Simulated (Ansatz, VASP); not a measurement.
## One calculation of SiC (Moissanite 3C), two programs

```xyz
2
Lattice="0.0000 2.1790 2.1790 2.1790 0.0000 2.1790 2.1790 2.1790 0.0000" Properties=species:S:1:pos:R:3 pbc="T T T"
Si    0.0000    0.0000    0.0000
C     1.0895    1.0895    1.0895
```

Alike in both runs: task relaxation of cell and atoms; functional PBE; k mesh 10 × 10 × 10; occupations fermi-dirac, width 0.02 eV; no spin polarisation.

|  | VASP | Ansatz |
| --- | --- | --- |
| version | VASP 6.6.1 | Ansatz 0.2.0 |
| potentials or method | VASP PAW PBE potentials, release 64 (Si, C) | PAW plane waves |
| plane-wave cutoff (eV) | 600 | 420 |
| valence electrons in the cell | 8 | 8 |

|  | VASP | Ansatz | Ansatz less VASP |
| --- | --- | --- | --- |
| gap on the k mesh at the Fermi level, each at its own relaxed structure (eV) | 1.37 | 1.37 | +0.003 |
| relaxed volume (Å³/atom) | 10.49 | 10.50 | +0.009 |
| relaxed cell length with the largest relative difference (Å) | 3.096 | 3.097 | +0.0009 |
| energy change over the relaxation (meV/atom) | -1 | -2 | -0.2 |

A k mesh can miss the band edges. As with any semilocal functional, this PBE gap is likely too small. PBE usually gives volumes a little too large and moduli too small.
